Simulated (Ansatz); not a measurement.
# ZnS: all-electron results

```
CELL_PARAMETERS angstrom
0.00000 2.70465 2.70465
2.70465 0.00000 2.70465
2.70465 2.70465 0.00000
ATOMIC_POSITIONS crystal
Zn 0.00000 0.00000 0.00000
S 0.75000 0.75000 0.75000
```

Atoms are numbered in the order listed.

The cell is COD entry 9000107, as deposited and not checked against the literature; nothing was relaxed.

Methods: DFT, PBE, all-electron LAPW, scalar-relativistic (Ansatz 0.2.0); DFT, PBE, PAW with Ansatz's default frozen-core files, scalar-relativistic (Ansatz 0.2.0).

For LAPW: a Γ-centred 8×8×8 k mesh, Fermi–Dirac smearing of 0.01 eV, basis error target 0.25 meV/atom, no spin polarisation. PAW takes a cutoff of 420 eV at this cell. The Ansatz runs share mesh, smearing and spin set-up. Values come from LAPW unless marked.

| Item | Value |
| --- | --- |
| Pressure at this cell | 1.39 GPa |
| Band gap | 2.10 eV, direct at Γ |
| Löwdin charges (with 0.21 e of the cell spilling out of the atomic basis, so their sizes and signs hang on that basis) | Zn1 1.27, S2 -1.06 e |
| Bader charges (from the PAW run) | Zn1 +0.89, S2 -0.89 e |
| Volume per atom | 19.78 Å³ |
